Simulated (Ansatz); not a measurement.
# V (Im-3m) in Ansatz: a series of runs

Runs on V. Level: PBE. Tasks: single point.

Program: Ansatz 0.2.0. These are calculated values, not measurements. Logs are shortened: lines on timing, memory, paths and dates and some standing lists are left out, and cuts for length are marked.

### 1 The structure

The structure is cubic, space group Im-3m (No. 229). The conventional cell has a = 3.029 Å, b = 3.029 Å, c = 3.029 Å, α = 90.00°, β = 90.00°, γ = 90.00°. V (site symmetry m-3m) is surrounded by 8 V at 2.62 Å.

### 2 Single point, PBE, collinear spin, ferromagnetic start

File input.yaml:

```yaml
crystal:
  lattice:
    - [-1.51435, 1.51435, 1.51435]
    - [1.51435, -1.51435, 1.51435]
    - [1.51435, 1.51435, -1.51435]
  atoms:
    - { symbol: V, position: [0.0, 0.0, 0.0], spin: 2.0 }
hamiltonian:
  xc: pbe
  pseudopotentials: { kind: paw }
magnetization:
  spin_polarized: true
kpoints:
  mp_grid: { grid: [12, 12, 12] }
scf:
  occupations: { method: gaussian, width: 0.015 }
output:
  forces: true
  stress: true
  eigenvalues: true
```

Potentials or basis: Ansatz PAW.

Launch:

```
ansatz run input.yaml --threads 2 --pin off --max-ram 5632MiB --backend cpu --events-out ev --progress --plain --runs-dir out
```

Standard output:

```text
Warning: RAYON_NUM_THREADS=2 ignored (pool sized by the plan → 2); use --threads N
Engine: ansatz 0.2.0, x86_64-unknown-linux-gnu
Pseudopotentials: kind: paw
Pseudopotential: V, paw, valence charge 13, recommended cutoff 420 eV (normal), V.paw.azcp
Functional definition: PBE
  parameter kappa = 0.804
  parameter beta = 0.06672455060314922
  exchange = pbe_x(kappa = kappa, mu = beta*pi^2/3)
  correlation = pbe_c(beta = beta)
Crystal: 1 atoms, lattice volume = 13.891 Å³
Basis set: ecut = 420 eV, 249 PW (Γ), exchange–correlation on 36×36×36 points (8 copies of the dense FFT grid, shifted against one another)
Bands: 12, of which v1, the nominal top of the filled ones, is band 7 counted from 1 (6 counted from 0)
Symmetry: 48 space group operations
Space group: Im-3m (ITA 229), of the structure as read, at distance tolerance 2.4e-5 Å
Magnetic group: BNS 229.140 (UNI 1642), of the structure as read, at distance tolerance 2.4e-5 Å
k-points: 72 of 1728
Non-local potential: V, projectors of the file, l = 0: 3, l = 1: 2, l = 2: 3, l = 3: 1
PAW form: soft (Blöchl's): semilocal exchange-correlation on the pseudo side does not see the compensation charge
PAW one-centre angular grid: V, 590 points (default); XC on 64 Gauss nodes
Initial density: superposition of atomic densities (chi_scale 0.1, normalization cell)
Starting moments: Σ|m| = 2 μB on 1 of 1 site
Initial wavefunctions: pseudopotential atomic-orbital guess
Functional: x = pbe(κ = 0.804, μ = 0.2195149727645171), c = pbe(β = 0.06672455060314922)
SCF iter   1: F=—  HF=-2913.546154 eV  |F-HF|=—  |Δ(HF+E_count)|=         —  Δρ=1.78e-1 (↑1.78e-1 ↓8.29e-2)  dr2=1.65e0  dr2_m=2.05e0  M=0.362 μB ∫|m|=0.362 μB  β_m=0.30  ethr=3.10e-3  ⟨swp⟩=4.1  Hψ=7905  notcnv=0
Mixer restart at iter 1: flushing history
preconditioner: auto → none  [insulator: Δε(μ)=0.016 eV  Ē_g=8.789 eV  σ=0.015 eV  W_gap=0.55  n_scr=0 (ndim 8)  ℏωp=22.3 eV  f_vac=0.000  D(μ)=1.64/eV (n_scr^D=18)  ε∞_Penn≈7.4]
SCF iter   2: F=—  HF=-2912.343356 eV  |F-HF|=—  |Δ(HF+E_count)|=    1.20e0  Δρ=9.49e-2 (↑9.49e-2 ↓8.16e-2)  dr2=7.40e-2  dr2_m=9.75e-1  M=0.362 μB ∫|m|=0.362 μB  β_m=0.46  ethr=3.10e-3  ⟨swp⟩=3.0  Hψ=4396  notcnv=0  defer=196
SCF iter   3: F=—  HF=-2912.329042 eV  |F-HF|=—  |Δ(HF+E_count)|=   1.43e-2  Δρ=3.29e-2 (↑3.29e-2 ↓3.13e-2)  dr2=1.41e-3  dr2_m=1.31e-1  M=0.339 μB ∫|m|=0.339 μB  β_m=0.56  ethr=5.69e-4  ⟨swp⟩=2.1  Hψ=2473  notcnv=0  defer=196
SCF iter   4: F=—  HF=-2912.388400 eV  |F-HF|=—  |Δ(HF+E_count)|=   5.94e-2  Δρ=1.14e-2 (↑7.71e-3 ↓1.14e-2)  dr2=5.73e-3  dr2_m=1.07e-2  M=0.183 μB ∫|m|=0.183 μB  β_m=0.78  ethr=1.08e-5  ⟨swp⟩=2.1  Hψ=3140  notcnv=0  defer=196
SCF iter   5: F=—  HF=-2912.381593 eV  |F-HF|=—  |Δ(HF+E_count)|=   6.81e-3  Δρ=7.29e-3 (↑7.29e-3 ↓3.19e-3)  dr2=1.11e-2  dr2_m=1.05e-3  M=-0.140 μB ∫|m|=0.140 μB  β_m=0.81  ethr=1.08e-5  ⟨swp⟩=2.8  Hψ=3537  notcnv=0  defer=196
SCF iter   6: F=—  HF=-2912.396129 eV  |F-HF|=—  |Δ(HF+E_count)|=         —  Δρ=6.04e-3 (↑6.04e-3 ↓3.71e-3)  dr2=9.09e-4  dr2_m=2.96e-3  M=-0.098 μB ∫|m|=0.098 μB  β_m=0.81  ethr=1.08e-5  ⟨swp⟩=2.0  Hψ=3511  notcnv=0  defer=198
Mixer restart at iter 6: flushing history
SCF iter   7: F=—  HF=-2912.396779 eV  |F-HF|=—  |Δ(HF+E_count)|=   6.50e-4  Δρ=3.07e-3 (↑1.26e-3 ↓3.07e-3)  dr2=5.82e-4  dr2_m=5.11e-4  M=-0.114 μB ∫|m|=0.114 μB  β_m=0.91  ethr=6.99e-6  ⟨swp⟩=2.0  Hψ=3309  notcnv=0  defer=194
SCF iter   8: F=—  HF=-2912.396921 eV  |F-HF|=—  |Δ(HF+E_count)|=   1.42e-4  Δρ=1.78e-3 (↑1.78e-3 ↓1.71e-3)  dr2=1.28e-3  dr2_m=3.33e-6  M=-0.113 μB ∫|m|=0.113 μB  β_m=0.73  ethr=4.48e-6  ⟨swp⟩=2.0  Hψ=3278  notcnv=0  defer=194
SCF iter   9: F=—  HF=-2912.396488 eV  |F-HF|=—  |Δ(HF+E_count)|=   4.33e-4  Δρ=1.22e-4 (↑1.22e-4 ↓1.08e-4)  dr2=2.04e-6  dr2_m=7.83e-7  M=-0.118 μB ∫|m|=0.118 μB  β_m=0.86  ethr=4.48e-6  ⟨swp⟩=2.2  Hψ=3199  notcnv=0  defer=197
SCF iter  10: F=—  HF=-2912.396489 eV  |F-HF|=—  |Δ(HF+E_count)|=   9.40e-7  Δρ=2.69e-5 (↑2.05e-5 ↓2.69e-5)  dr2=2.34e-8  dr2_m=6.26e-8  M=-0.120 μB ∫|m|=0.120 μB  β_m=0.93  ethr=1.57e-8  ⟨swp⟩=2.6  Hψ=2575  notcnv=0  defer=197
SCF iter  11: F=—  HF=-2912.396489 eV  |F-HF|=—  |Δ(HF+E_count)|=   4.28e-8  Δρ=1.05e-5 (↑5.43e-6 ↓1.05e-5)  dr2=1.82e-8  dr2_m=4.20e-9  M=-0.120 μB ∫|m|=0.120 μB  β_m=0.97  ethr=1.80e-10  ⟨swp⟩=1.3  Hψ=1924  notcnv=0  defer=197
SCF iter  12: F=—  HF=-2912.396489 eV  |F-HF|=—  |Δ(HF+E_count)|=   6.55e-9  Δρ=6.49e-7 (↑6.49e-7 ↓2.94e-7)  dr2=6.61e-11  dr2_m=7.65e-12  M=-0.120 μB ∫|m|=0.120 μB  β_m=0.98  ethr=1.40e-10  ⟨swp⟩=2.3  Hψ=2439  notcnv=0  defer=197
SCF iter  13: F=-2912.396489 eV  HF=-2912.396489 eV  |F-HF|=1.36e-12  |Δ(HF+E_count)|=  6.50e-11  Δρ=9.60e-8 (↑9.60e-8 ↓9.48e-8)  dr2=7.36e-13  dr2_m=9.25e-13  M=-0.120 μB ∫|m|=0.120 μB  ethr=1.00e-12  ⟨swp⟩=4.5  Hψ=6677  notcnv=0
SCF 1 converged in 13 iterations: F = -2912.396489 eV  dr2 = 7.36e-13
SCF converged after 13 iterations
Magnetization: -0.1202 μB (6.4399 up, 6.5601 down)
Absolute magnetization: 0.1202 μB (∫|ρ↑−ρ↓|, with the PAW one-centre terms)
Spin contamination: 0.0001 ħ² per cell (⟨S²⟩ above its minimum at these occupations)
Per-site moments (μB) at R_I (Å): [(-0.10065635367843212, 1.081959095432296)]
Free energy (F): -2912.396489 eV
Harris-Foulkes:  -2912.396489 eV  (|F-HF|=1.36e-12)
Internal energy: -2912.396299 eV  (E = F + TS)
E sigma→0 (E₀):  -2912.396394 eV
Entropy (-TS):   -0.000190 eV (-0.190 meV/atom)
Fermi energy:    15.904996 eV
--- Per-component energies (eV) ---
  E_band       = -152.318308
  E_kinetic    = 335.528607
  E_local      = -915.103863  (includes V_loc(G=0)·N_el)
  E_nonlocal   = -45.796528
  E_hartree    = 417.749766
  E_xc         = -130.239452
  E_vxc        = -165.088164  (∫ρ·V_xc dr)
  E_paw        = -1112.485281  (= ΣΔE_a)
  E_vpaw       = -197.358183  (= ΣTr[D̂ρ^β])
  E_aug_tail   = 0.000257  (compensation charges beyond the density's cutoff)
  E_ewald      = -1462.049804
  E_smearing   = -0.000190  (= −TS)
  E_closure    = 0.000000  (closes the sum)
  Σ components = -2912.396489   (vs F -2912.396489, Δ=0.00e0)
--- Forces (eV/Å), atoms counted from 1 ---
  atom   1  V     -0.00000000    -0.00000000     0.00000000
  max |Σ_I F_I| component: 8.22e-32 eV/Å
--- Stress (GPa, compression-positive) ---
       -5.203277      -0.000000      -0.000000
       -0.000000      -5.203277       0.000000
       -0.000000       0.000000      -5.203277
  P = ⅓ Tr σ = -5.2033 GPa (-52.033 kbar)
--- Band table (eV; the first three rows and the last of 144) ---
  k-point 0 ↑: bands = ["-47.7475", "-21.0925", "-21.0925", "-21.0925", "9.4519", "16.4034", "16.4034", "16.4034", "18.3129", "18.3129", "36.2654", "36.2654"]
  k-point 1 ↑: bands = ["-47.7360", "-21.1496", "-21.1101", "-21.0929", "9.7228", "16.2906", "16.3758", "16.5948", "18.1899", "18.3211", "35.6946", "36.1801"]
  k-point 2 ↑: bands = ["-47.7043", "-21.3037", "-21.1578", "-21.0939", "10.4854", "15.9944", "16.2255", "17.1418", "18.0002", "18.3535", "34.0802", "35.5555"]
  k-point 71 ↓: bands = ["-47.5479", "-21.7503", "-21.7503", "-21.7503", "13.0567", "13.0567", "19.4648", "19.4648", "19.4648", "25.8274", "25.8274", "25.8274"]
```

Run time: 2.5 s. Hardware: 2 threads of Intel Xeon at 2.70GHz, shared host; peak memory 0.32 GiB.

What came out:

* Free energy: -2912.3965 eV
* Pressure: -5.2 GPa
* Band gap on the k mesh: none (metal or under the smearing width)
* Net moment: -0.12 μB per cell
* Absolute moment: 0.12 μB per cell
* Site moments: V -0.10 μB

Caveat: the starting moments weren't kept.

### 3 Single point, PBE, collinear spin, ferromagnetic start

input.yaml, as its differences from that of step 2:

```diff
@@ -15,3 +15,3 @@
 scf:
-  occupations: { method: gaussian, width: 0.015 }
+  occupations: { method: gaussian, width: 0.016 }
 output:
```

Potentials or basis: Ansatz PAW.

Launch:

```
ansatz run input.yaml --threads 2 --pin off --max-ram 5632MiB --backend cpu --events-out ev --progress --plain --runs-dir out
```

It took 2.5 s on 2 threads of Intel Xeon at 2.70GHz, shared host; peak memory 0.32 GiB.

The run converged. Its results:

* Free energy: -2912.3965 eV
* Pressure: -5.2 GPa
* Band gap on the k mesh: none (metal or under the smearing width)
* Net moment: -0.12 μB per cell
* Absolute moment: 0.12 μB per cell
* Site moments: V -0.10 μB

Levels at points of the mesh, in eV from the Fermi level:
Spin up:
```tsv
k point	band 3	band 4	band 5	band 6	band 7	band 8	band 9	band 10
(0.00, 0.00, 0.00)	-37.00	-37.00	-6.45	0.50	0.50	0.50	2.41	2.41
(0.00, 0.00, -0.50)	-37.26	-37.00	-3.00	-0.98	1.60	2.41	2.75	4.05
(-0.50, -0.50, -0.50)	-37.56	-37.56	-2.80	-2.80	3.68	3.68	3.68	10.00
```
Spin down:
| k point | band 2 | band 3 | band 4 | band 5 | band 6 | band 7 | band 8 | band 9 | band 10 | band 11 |
| --- | --- | --- | --- | --- | --- | --- | --- | --- | --- | --- |
| (0.00, 0.00, 0.00) | -37.09 | -37.09 | -37.09 | -6.51 | 0.38 | 0.38 | 0.38 | 2.35 | 2.35 | 20.31 |
| (0.00, 0.00, -0.50) | -37.91 | -37.35 | -37.10 | -3.08 | -1.09 | 1.54 | 2.33 | 2.69 | 3.93 | 9.78 |
| (-0.50, -0.50, -0.50) | -37.66 | -37.66 | -37.66 | -2.85 | -2.85 | 3.56 | 3.56 | 3.56 | 9.92 | 9.92 |

Caveat: the starting moments weren't kept.

### 4 Single point, PBE, collinear spin, ferromagnetic start

input.yaml, as its differences from that of step 3:

```diff
@@ -15,3 +15,3 @@
 scf:
-  occupations: { method: gaussian, width: 0.016 }
+  occupations: { method: gaussian, width: 0.017 }
 output:
@@ -20 +20,5 @@
   eigenvalues: true
+  write_density: true
+  write_potential: true
+  elf: true
+  volumetric_format: npy
```

Potentials or basis: Ansatz PAW.

Launch:

```
ansatz run input.yaml --threads 2 --pin off --max-ram 5632MiB --backend cpu --events-out ev --progress --plain --runs-dir out
```

Standard output:

```text
Warning: RAYON_NUM_THREADS=2 ignored (pool sized by the plan → 2); use --threads N
[... 8 set-up lines as earlier in the session ...]
Crystal: 1 atoms, lattice volume = 13.891 Å³
Basis set: ecut = 420 eV, 249 PW (Γ), exchange–correlation on 36×36×36 points (8 copies of the dense FFT grid, shifted against one another)
Bands: 12, of which v1, the nominal top of the filled ones, is band 7 counted from 1 (6 counted from 0)
[... 2 set-up lines as earlier in the session ...]
[... 34 lines left out ...]
Internal energy: -2912.396269 eV  (E = F + TS)
E sigma→0 (E₀):  -2912.396392 eV
Entropy (-TS):   -0.000247 eV (-0.247 meV/atom)
Fermi energy:    15.906152 eV
--- Per-component energies (eV) ---
  E_band       = -152.316099
  E_kinetic    = 335.529153
  E_local      = -915.107919  (includes V_loc(G=0)·N_el)
  E_nonlocal   = -45.795203
  E_hartree    = 417.752737
  E_xc         = -130.239313
  E_vxc        = -165.087985  (∫ρ·V_xc dr)
  E_paw        = -1112.486178  (= ΣΔE_a)
  E_vpaw       = -197.359775  (= ΣTr[D̂ρ^β])
  E_aug_tail   = 0.000257  (compensation charges beyond the density's cutoff)
  E_ewald      = -1462.049804
  E_smearing   = -0.000247  (= −TS)
  E_closure    = -0.000000  (closes the sum)
  Σ components = -2912.396516   (vs F -2912.396516, Δ=0.00e0)
--- Forces (eV/Å), atoms counted from 1 ---
  atom   1  V     -0.00000000     0.00000000    -0.00000000
  max |Σ_I F_I| component: 4.11e-32 eV/Å
--- Stress (GPa, compression-positive) ---
       -5.211300      -0.000000      -0.000000
        0.000000      -5.211300       0.000000
       -0.000000      -0.000000      -5.211300
  P = ⅓ Tr σ = -5.2113 GPa (-52.113 kbar)
--- Band table (eV; the first three rows and the last of 144) ---
  k-point 0 ↑: bands = ["-47.7475", "-21.0925", "-21.0925", "-21.0925", "9.4519", "16.4034", "16.4034", "16.4034", "18.3126", "18.3126", "36.2655", "36.2655"]
  k-point 1 ↑: bands = ["-47.7360", "-21.1496", "-21.1101", "-21.0929", "9.7228", "16.2907", "16.3759", "16.5949", "18.1897", "18.3209", "35.6947", "36.1802"]
  k-point 2 ↑: bands = ["-47.7043", "-21.3037", "-21.1578", "-21.0939", "10.4854", "15.9944", "16.2256", "17.1419", "18.0000", "18.3532", "34.0802", "35.5555"]
  k-point 71 ↓: bands = ["-47.5474", "-21.7499", "-21.7499", "-21.7499", "13.0570", "13.0570", "19.4651", "19.4651", "19.4651", "25.8274", "25.8274", "25.8274"]
```

Wall time 3.3 s (2 threads of Intel Xeon at 2.70GHz, shared host); peak memory 0.32 GiB.

What came out:

* Free energy: -2912.3965 eV
* Pressure: -5.2 GPa
* Band gap on the k mesh: none (metal or under the smearing width)
* Net moment: -0.12 μB per cell
* Absolute moment: 0.12 μB per cell
* Site moments: V -0.10 μB

Caveat: the starting moments weren't kept.

### 5 Single point, PBE, collinear spin, ferromagnetic start

input.yaml, as its differences from that of step 4:

```diff
@@ -15,3 +15,3 @@
 scf:
-  occupations: { method: gaussian, width: 0.017 }
+  occupations: { method: gaussian, width: 0.018 }
 output:
@@ -20,5 +20 @@
   eigenvalues: true
-  write_density: true
-  write_potential: true
-  elf: true
-  volumetric_format: npy
```

Launch:

```
ansatz run input.yaml --threads 2 --pin off --max-ram 5632MiB --backend cpu --events-out ev --progress --plain --runs-dir out
```

Run time: 2.8 s. Hardware: 2 threads of Intel Xeon at 2.70GHz, shared host; peak memory 0.32 GiB.

The run converged. Its results:

```yaml
Free_energy: -2912.3965 eV
Pressure: -5.2 GPa
Band_gap_on_the_k_mesh: none (metal or under the smearing width)
Net_moment: -0.12 μB per cell
Absolute_moment: 0.12 μB per cell
Site_moments: V -0.10 μB
```

Levels at points of the mesh, in eV from the Fermi level:
Spin up:
```
              k point  band 3  band 4  band 5  band 6  band 7  band 8  band 9  band 10
   (0.00, 0.00, 0.00)  -37.00  -37.00   -6.45    0.50    0.50    0.50    2.41     2.41
  (0.00, 0.00, -0.50)  -37.26  -37.00   -3.00   -0.98    1.60    2.41    2.75     4.05
(-0.50, -0.50, -0.50)  -37.56  -37.56   -2.80   -2.80    3.67    3.67    3.67    10.00
```
Spin down:
| k point | band 2 | band 3 | band 4 | band 5 | band 6 | band 7 | band 8 | band 9 | band 10 | band 11 |
| --- | --- | --- | --- | --- | --- | --- | --- | --- | --- | --- |
| (0.00, 0.00, 0.00) | -37.09 | -37.09 | -37.09 | -6.52 | 0.38 | 0.38 | 0.38 | 2.35 | 2.35 | 20.30 |
| (0.00, 0.00, -0.50) | -37.91 | -37.35 | -37.10 | -3.08 | -1.09 | 1.54 | 2.33 | 2.68 | 3.93 | 9.78 |
| (-0.50, -0.50, -0.50) | -37.66 | -37.66 | -37.66 | -2.85 | -2.85 | 3.56 | 3.56 | 3.56 | 9.92 | 9.92 |

Caveat: the starting moments weren't kept.

### 6 The runs side by side

```csv
smearing,gap on the mesh (eV),pressure (GPa),moment (μB)
gaussian 0.015 eV,none,-5.2,0.12
gaussian 0.016 eV,none,-5.2,0.12
gaussian 0.017 eV,none,-5.2,0.12
gaussian 0.018 eV,none,-5.2,0.12
```

Alike in all rows: task single point; level PBE; potentials or basis Ansatz PAW; spin collinear, ferromagnetic start; cell as given; k mesh 12 × 12 × 12; cutoff (eV) 420.

Every run on the cell as given and a fine mesh finds a metal.

Caveats: the starting moments weren't kept.

Total energies depend on the potentials used, so only differences within one code and one set of settings carry meaning.
